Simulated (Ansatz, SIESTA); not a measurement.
This is a calculation of Ca (Calcium) for SIESTA 5.4.2. 

The input Ca.fdf:

```
SystemName                      Calcium
SystemLabel                     Ca
NumberOfSpecies                 1
NumberOfAtoms                   1
%block ChemicalSpeciesLabel
  1  20 Ca
%endblock ChemicalSpeciesLabel
%include structure.fdf

%block kgrid.MonkhorstPack
    8   0   0  0.0
    0   8   0  0.0
    0   0   8  0.0
%endblock kgrid.MonkhorstPack
XC.Functional                   GGA
XC.Authors                      PBE
PAO.BasisSize                   DZP
PAO.EnergyShift                 0.003 Ry
Mesh.Cutoff                     800 Ry
OccupationFunction              FD
ElectronicTemperature           0.05 eV
MaxSCFIterations                120
SCF.MustConverge                false
SCF.Mixer.Method                Pulay
SCF.Mixer.Weight                0.25
SCF.Mixer.History               8
SCF.DM.Tolerance                5.0e-05
SCF.H.Tolerance                 1.0e-03 eV
WriteForces                     true
Charge.Mulliken                 end
Charge.Hirshfeld                end
Charge.Voronoi                  end
SaveRho                         true
SaveElectrostaticPotential      true
%block PAO.Basis
  Ca 5
  n=3 0 2
    3.547 0.000
  n=4 0 2
    9.500 0.000
  n=3 1 2
    4.081 0.000
  n=4 1 1
    9.500
  n=3 2 1
    7.000
%endblock PAO.Basis
```

File structure.fdf:

```
LatticeConstant                 1.0 Ang
%block LatticeVectors
     0.0000000000     2.7942000000     2.7942000000
     2.7942000000     0.0000000000     2.7942000000
     2.7942000000     2.7942000000     0.0000000000
%endblock LatticeVectors
AtomicCoordinatesFormat         Fractional
%block AtomicCoordinatesAndAtomicSpecies
     0.0000000000     0.0000000000     0.0000000000  1  Ca
%endblock AtomicCoordinatesAndAtomicSpecies
```

Potentials or basis: PseudoDojo 0.4 standard (PBE files), converted to PSML, two zetas on semicore shells, DZP (energy shift 0.003 Ry; two zetas on semicore shells; d shell added on Ca).

Run with:

```console
$ siesta Ca.fdf > Ca.out 2>&1
```

Task: Translate it to Ansatz 0.2.0. Potentials or basis there: Ansatz PAW, cutoff 420 eV.

Result: As run (cutoffs and basis follow the program's own potentials, and thresholds, step limits or extra output files can differ):

Contents of input.yaml:

```yaml
crystal:
  lattice:
    - [0.0, 2.7942, 2.7942]
    - [2.7942, 0.0, 2.7942]
    - [2.7942, 2.7942, 0.0]
  atoms:
    - { symbol: Ca, position: [0.0, 0.0, 0.0] }
hamiltonian:
  xc: pbe
  pseudopotentials: { kind: paw }
kpoints:
  mp_grid: { grid: [8, 8, 8] }
scf:
  occupations: { method: fermi_dirac, width: 0.05 }
output:
  forces: true
  stress: true
  eigenvalues: true
```

Potentials or basis: Ansatz PAW.

Launch:

```bash
$ ansatz run input.yaml --threads 1 --pin off --max-ram 3584MiB --backend cpu --events-out ev --progress --plain --runs-dir out
```

Both were run:

|  | SIESTA | Ansatz |
| --- | --- | --- |
| Pressure | -0.4 GPa | -0.6 GPa |

Ansatz's pressure holds a Pulay term of +0.01 GPa for its cutoff of 420 eV, which the other run lacks.

Where Ansatz's input types no cutoff or centring, it takes its own default and a Γ-centred mesh.

Pressure is positive in compression.
